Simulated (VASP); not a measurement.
# CoSi (P2_13) in VASP: a series of runs, part 2 of 2

VASP 6.6.1. Earlier steps stand in the parts before.

### 4 Relaxation of cell and atoms, PBEsol+D3, collinear spin, ferromagnetic start

Contents of INCAR:

```
SYSTEM = CoSi
ALGO = Normal
EDIFF = 1E-6
EDIFFG = -0.01
ENCUT = 600
GGA = PS
IBRION = 2
ISIF = 3
ISMEAR = -1
ISPIN = 2
IVDW = 11
LASPH = .True.
LCHARG = .False.
LMAXMIX = 4
LORBIT = 11
LREAL = .False.
LWAVE = .False.
MAGMOM = 2 2 2 2 0 0 0 0
NELM = 100
NSW = 60
PREC = Accurate
SIGMA = 0.05
```

Contents of KPOINTS:

```
k-points
0
Gamma
  6 6 6
  0 0 0
```

Contents of POSCAR:

```
CoSi
1.0
    4.4380000000      0.0000000000      0.0000000000
    0.0000000000      4.4380000000      0.0000000000
    0.0000000000      0.0000000000      4.4380000000
Co Si
4 4
Direct
    0.8600000000      0.6400000000      0.3600000000
    0.6400000000      0.3600000000      0.8600000000
    0.3600000000      0.8600000000      0.6400000000
    0.1400000000      0.1400000000      0.1400000000
    0.1570000000      0.3430000000      0.6570000000
    0.3430000000      0.6570000000      0.1570000000
    0.6570000000      0.1570000000      0.3430000000
    0.8430000000      0.8430000000      0.8430000000
```

Run with:

```sh
cat potpaw_PBE.64/Co/POTCAR potpaw_PBE.64/Si/POTCAR > POTCAR
mpirun -np 1 vasp_std > vasp.out
```

Wall time 18 min (1 thread of AMD EPYC 7R43 (Zen 3), shared host); peak memory 0.31 GiB.

It converged, with:

- Free energy: -62.2388 eV
- Relaxed volume: 10.32 Å³/atom
- Relaxed cell: a = 4.355 Å, b = 4.355 Å, c = 4.355 Å, α = 90.00°, β = 90.00°, γ = 90.00°
- Space group after relaxing (to 0.05 Å): P2_13 (No. 198)
- Energy gained by relaxing: 27.2 meV/atom
- Ionic steps: 9
- Pressure after relaxing: 0.1 GPa
- Largest force after relaxing: 0.005 eV/Å
- Band gap on the k mesh: none (metal or under the smearing width)
- Net moment: 0.00 μB per cell
- Valence electrons inside the program's atomic spheres: Co 8.76; Si 1.64
- Dispersion energy per atom: -0.305 eV

Forces in eV/Å, atoms in the order of the input:
```
Co   0.002 -0.002  0.002
Co  -0.002  0.002  0.002
Co   0.002  0.002 -0.002
Co  -0.002 -0.002 -0.002
Si  -0.003  0.003 -0.003
Si   0.003 -0.003 -0.003
Si  -0.003 -0.003  0.003
Si   0.003  0.003  0.003
```

Step by step:
```tsv
step	energy change (eV)	largest force (eV/Å)	pressure (GPa)	volume (Å³)
1	0.0000	0.2020	-12.26	87.41
2	0.1528	0.5914	21.42	77.25
3	-0.1876	0.3652	-0.04	82.86
4	-0.1876	0.3684	0.25	82.77
5	-0.2071	0.2225	0.37	82.63
6	-0.2177	0.0109	0.41	82.43
7	-0.2176	0.0095	0.46	82.43
8	-0.2171	0.0114	-0.91	82.83
9	-0.2178	0.0045	0.07	82.57
```

Final structure:
```cif
data_structure
_symmetry_space_group_name_H-M 'P 1'
_symmetry_Int_Tables_number 1
_cell_length_a 4.3545
_cell_length_b 4.3545
_cell_length_c 4.3545
_cell_angle_alpha 90.000
_cell_angle_beta 90.000
_cell_angle_gamma 90.000
_cell_volume 82.57
loop_
_atom_site_label
_atom_site_type_symbol
_atom_site_fract_x
_atom_site_fract_y
_atom_site_fract_z
_atom_site_occupancy
Co1 Co 0.85425 0.64575 0.35425 1
Co2 Co 0.64575 0.35425 0.85425 1
Co3 Co 0.35425 0.85425 0.64575 1
Co4 Co 0.14575 0.14575 0.14575 1
Si1 Si 0.15606 0.34394 0.65606 1
Si2 Si 0.34394 0.65606 0.15606 1
Si3 Si 0.65606 0.15606 0.34394 1
Si4 Si 0.84394 0.84394 0.84394 1
```

Levels at points of the mesh, in eV from the Fermi level:
Spin up:
| k point | band 24 | band 25 | band 26 | band 27 | band 28 | band 29 |
| --- | --- | --- | --- | --- | --- | --- |
| (0.00, 0.00, 0.00) | -0.86 | -0.04 | -0.04 | -0.04 | 2.72 | 2.72 |
| (0.50, 0.00, 0.00) | -0.72 | -0.56 | -0.56 | 1.04 | 1.04 | 1.64 |
| (0.50, 0.50, 0.00) | -1.10 | -0.07 | -0.07 | 0.62 | 0.62 | 2.19 |
| (0.50, 0.50, 0.50) | -1.36 | -0.27 | -0.27 | -0.27 | -0.27 | 5.74 |
Spin down:
| k point | band 22 | band 23 | band 24 | band 25 | band 26 | band 27 | band 28 | band 29 | band 30 | band 31 |
| --- | --- | --- | --- | --- | --- | --- | --- | --- | --- | --- |
| (0.00, 0.00, 0.00) | -1.01 | -0.86 | -0.86 | -0.04 | -0.04 | -0.04 | 2.72 | 2.72 | 2.72 | 3.05 |
| (0.50, 0.00, 0.00) | -1.15 | -0.72 | -0.72 | -0.56 | -0.56 | 1.04 | 1.04 | 1.64 | 1.64 | 4.44 |
| (0.50, 0.50, 0.00) | -1.63 | -1.10 | -1.10 | -0.07 | -0.07 | 0.62 | 0.62 | 2.19 | 2.19 | 2.66 |
| (0.50, 0.50, 0.50) | -1.36 | -1.36 | -1.36 | -0.27 | -0.27 | -0.27 | -0.27 | 5.74 | 5.74 | 5.74 |

Caveat: the starting moments collapsed, and a magnetic state may lie lower; the PAW data sets were made with another functional, which shifts forces and pressure a little; pairwise dispersion overbinds metals, which lowers pressure and volume.

### 5 Single point, PBE, collinear spin, ferromagnetic start

Contents of INCAR:

```
SYSTEM = CoSi
  PREC = Accurate
  ENCUT = 520
  EDIFF = 1E-6
  ISMEAR = 0
  SIGMA = 0.014
  LREAL = .FALSE.
  LASPH = .TRUE.
  NELM = 120
  ALGO = Fast
  ISIF = 2
  LWAVE = .FALSE.
  LCHARG = .FALSE.
  ISPIN = 2
  MAGMOM = 2 2 2 2 0 0 0 0
  LORBIT = 11
  LMAXMIX = 4
  GGA = PE
```

Contents of KPOINTS:

```
Automatic mesh
0
G
  6 6 6
  0 0 0
```

POSCAR is that of step 4.

Run with:

```sh
cat potpaw_PBE.64/Co/POTCAR potpaw_PBE.64/Si/POTCAR > POTCAR
mpirun -np 1 vasp_std > vasp.out
```

Wall time 71 s (1 thread of Intel Xeon 6975P-C (Granite Rapids), shared host); peak memory 0.29 GiB.

It converged, with:

```yaml
Free_energy: -54.7256 eV
Pressure: -0.4 GPa
Largest_force: 0.272 eV/Å
Band_gap_on_the_k_mesh: none (metal or under the smearing width)
Net_moment: 0.00 μB per cell
Valence_electrons_inside_the_program's_atomic_spheres: Co 8.61; Si 1.61
```

Forces in eV/Å, atoms in the order of the input:
```
Co  -0.157  0.157 -0.157
Co   0.157 -0.157 -0.157
Co  -0.157 -0.157  0.157
Co   0.157  0.157  0.157
Si   0.019 -0.019  0.019
Si  -0.019  0.019  0.019
Si   0.019  0.019 -0.019
Si  -0.019 -0.019 -0.019
```

Levels at points of the mesh, in eV from the Fermi level:
Spin up:
| k point | band 24 | band 25 | band 26 | band 27 | band 28 | band 29 |
| --- | --- | --- | --- | --- | --- | --- |
| (0.00, 0.00, 0.00) | -0.76 | 0.01 | 0.01 | 0.01 | 2.48 | 2.48 |
| (0.50, 0.00, 0.00) | -0.65 | -0.45 | -0.45 | 1.01 | 1.01 | 1.47 |
| (0.50, 0.50, 0.00) | -0.99 | -0.01 | -0.01 | 0.58 | 0.58 | 2.00 |
| (0.50, 0.50, 0.50) | -1.20 | -0.19 | -0.19 | -0.19 | -0.19 | 5.35 |
Spin down:
```tsv
k point	band 23	band 24	band 25	band 26	band 27	band 28	band 29	band 30
(0.00, 0.00, 0.00)	-0.76	-0.76	0.01	0.01	0.01	2.48	2.48	2.48
(0.50, 0.00, 0.00)	-0.65	-0.65	-0.45	-0.45	1.01	1.01	1.47	1.47
(0.50, 0.50, 0.00)	-0.99	-0.99	-0.01	-0.01	0.58	0.58	2.00	2.00
(0.50, 0.50, 0.50)	-1.20	-1.20	-0.19	-0.19	-0.19	-0.19	5.35	5.35
```

Caveat: the starting moments collapsed, and a magnetic state may lie lower.

### 6 Relaxation of cell and atoms, BLYP+D3, collinear spin, ferromagnetic start

Contents of INCAR:

```
SYSTEM = CoSi
PREC     = Accurate       ! precision mode
ENCUT    = 600            ! plane-wave cutoff, eV
EDIFF    = 1E-6           ! SCF threshold, eV
ISMEAR   = -1             ! smearing method
SIGMA    = 0.05           ! smearing width, eV
LREAL    = .False.        ! projectors in reciprocal space
LASPH    = .True.         ! aspherical terms in the spheres
NELM     = 150            ! most SCF steps
ALGO     = Normal         ! electronic algorithm
ISIF     = 3              ! what is computed and relaxed
LWAVE    = .False.        ! write WAVECAR
LCHARG   = .False.        ! write CHGCAR
ISPIN    = 2              ! spin polarisation
MAGMOM   = 2 2 2 2 0 0 0 0 ! initial moments
LORBIT   = 11             ! projections on sites
LMAXMIX  = 4              ! l up to which the mixer works
GGA      = B5             ! functional
ALDAX    = 1.0          
AGGAX    = 1.0          
AGGAC    = 1.0          
ALDAC    = 0.0          
IVDW     = 11             ! dispersion correction
VDW_S6   = 1.0          
VDW_S8   = 1.682        
VDW_SR   = 1.094        
VDW_SR8  = 1.0          
IBRION   = 2              ! ionic algorithm
NSW      = 40             ! ionic steps
EDIFFG   = -0.02          ! ionic threshold
```

Contents of KPOINTS:

```
Automatic mesh
0
Gamma
  6 6 6
  0 0 0
```

POSCAR is that of step 5.

Potentials or basis: VASP PAW PBE potentials, release 64 (Co, Si).

Run with:

```sh
cat potpaw_PBE.64/Co/POTCAR potpaw_PBE.64/Si/POTCAR > POTCAR
mpirun -np 1 vasp_std > vasp.out
```

Wall time 5.6 min (1 thread of Intel Xeon 6975P-C (Granite Rapids), shared host); peak memory 0.33 GiB.

Results (log left out):

```
Free energy                                           : -50.9440 eV
Relaxed volume                                        : 10.74 Å³/atom
Relaxed cell                                          : a = 4.413 Å, b = 4.413 Å, c = 4.413 Å, α = 90.00°, β = 90.00°, γ = 90.00°
Space group after relaxing (to 0.05 Å)                : P2_13 (No. 198)
Energy gained by relaxing                             : 2.2 meV/atom
Ionic steps                                           : 6
Pressure after relaxing                               : 0.1 GPa
Largest force after relaxing                          : 0.007 eV/Å
Band gap on the k mesh                                : none (metal or under the smearing width)
Net moment                                            : 0.00 μB per cell
Valence electrons inside the program's atomic spheres : Co 8.68; Si 1.64
Dispersion energy per atom                            : -0.699 eV
```

Forces on the atoms (eV/Å):
```
Co   0.000  0.000  0.000
Co   0.000  0.000  0.000
Co   0.000  0.000  0.000
Co   0.000  0.000  0.000
Si  -0.004  0.004 -0.004
Si   0.004 -0.004 -0.004
Si  -0.004 -0.004  0.004
Si   0.004  0.004  0.004
```

Step by step:
```tsv
step	energy change (eV)	largest force (eV/Å)	pressure (GPa)	volume (Å³)
1	0.0000	0.0700	-3.20	87.41
2	0.0033	0.1572	3.84	84.68
3	-0.0135	0.1105	0.01	86.12
4	-0.0135	0.1115	0.07	86.09
5	-0.0155	0.0821	0.15	86.05
6	-0.0177	0.0070	0.14	85.93
```

Final structure:
```
CELL_PARAMETERS angstrom
4.41286 0.00000 0.00000
0.00000 4.41286 0.00000
0.00000 0.00000 4.41286
ATOMIC_POSITIONS crystal
Co 0.85742 0.64258 0.35742
Co 0.64258 0.35742 0.85742
Co 0.35742 0.85742 0.64258
Co 0.14258 0.14258 0.14258
Si 0.15657 0.34343 0.65657
Si 0.34343 0.65657 0.15657
Si 0.65657 0.15657 0.34343
Si 0.84343 0.84343 0.84343
```

Levels at points of the mesh, in eV from the Fermi level:
Spin up:
| k point | band 23 | band 24 | band 25 | band 26 | band 27 | band 28 | band 29 | band 30 |
| --- | --- | --- | --- | --- | --- | --- | --- | --- |
| (0.00, 0.00, 0.00) | -0.85 | -0.85 | -0.05 | -0.05 | -0.05 | 2.48 | 2.48 | 2.48 |
| (0.50, 0.00, 0.00) | -0.71 | -0.71 | -0.53 | -0.53 | 1.00 | 1.00 | 1.46 | 1.46 |
| (0.50, 0.50, 0.00) | -1.08 | -1.08 | -0.06 | -0.06 | 0.56 | 0.56 | 1.99 | 1.99 |
| (0.50, 0.50, 0.50) | -1.29 | -1.29 | -0.26 | -0.26 | -0.26 | -0.26 | 5.37 | 5.37 |
Spin down:
| k point | band 23 | band 24 | band 25 | band 26 | band 27 | band 28 | band 29 | band 30 |
| --- | --- | --- | --- | --- | --- | --- | --- | --- |
| (0.00, 0.00, 0.00) | -0.85 | -0.85 | -0.05 | -0.05 | -0.05 | 2.48 | 2.48 | 2.48 |
| (0.50, 0.00, 0.00) | -0.71 | -0.71 | -0.53 | -0.53 | 1.00 | 1.00 | 1.46 | 1.46 |
| (0.50, 0.50, 0.00) | -1.08 | -1.08 | -0.06 | -0.06 | 0.56 | 0.56 | 1.99 | 1.99 |
| (0.50, 0.50, 0.50) | -1.29 | -1.29 | -0.26 | -0.26 | -0.26 | -0.26 | 5.37 | 5.37 |

Caveat: the starting moments collapsed, and a magnetic state may lie lower; the PAW data sets were made with another functional, which shifts forces and pressure a little; pairwise dispersion overbinds metals, which lowers pressure and volume.
